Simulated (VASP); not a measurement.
Here is a VASP 6.6.1 calculation.

Contents of POSCAR:

```
P
1.0
    3.3136000000      0.0000000000      0.0000000000
    0.0000000000      4.3763000000      0.0000000000
    0.0000000000      0.0000000000     18.1308060800
P
4
Direct
    0.0000000000      0.0805600000      0.5587620338
    0.0000000000      0.9194400000      0.4412379662
    0.5000000000      0.5805600000      0.4412379662
    0.5000000000      0.4194400000      0.5587620338
```

INCAR.step1

```
SYSTEM = P
ALGO = Normal
EDIFF = 1E-5
ENCUT = 520
GGA = PE
ISIF = 2
ISMEAR = -1
LASPH = .TRUE.
LCHARG = .FALSE.
LREAL = .FALSE.
LWAVE = .TRUE.
NBANDS = 18
NELM = 80
PREC = Accurate
SIGMA = 0.05
```

INCAR.step2

```
SYSTEM = P
ALGO = Normal
EDIFF = 1E-7
ENCUT = 520
GGA = PE
HFSCREEN = 0.2
ISIF = 2
ISMEAR = -1
ISTART = 1
LASPH = .TRUE.
LCHARG = .FALSE.
LHFCALC = .TRUE.
LREAL = .FALSE.
LWAVE = .FALSE.
NBANDS = 18
NELM = 80
PREC = Accurate
PRECFOCK = Fast
SIGMA = 0.05
```

The input KPOINTS:

```
k-points
0
G
  8 6 1
  0 0 0
```

Potentials or basis: VASP PAW PBE potentials, release 64 (P).

Run with:

```console
$ cat potpaw_PBE.64/P/POTCAR > POTCAR
$ cp INCAR.step1 INCAR
$ mpirun -np 1 vasp_std > vasp.out
$ cp INCAR.step2 INCAR
$ mpirun -np 1 vasp_std > vasp.out
```

Q: Estimate the band gap on the k mesh.

A: 1.36 eV, direct.

Q: What does it give for the largest force?

A: 0.391 eV/Å.

Forces on the atoms (eV/Å):
```
P    0.000  0.280 -0.272
P    0.000 -0.280  0.272
P    0.000  0.280  0.272
P    0.000 -0.280 -0.272
```

Caveat: the PAW data sets were made with another functional, which shifts forces and pressure a little.
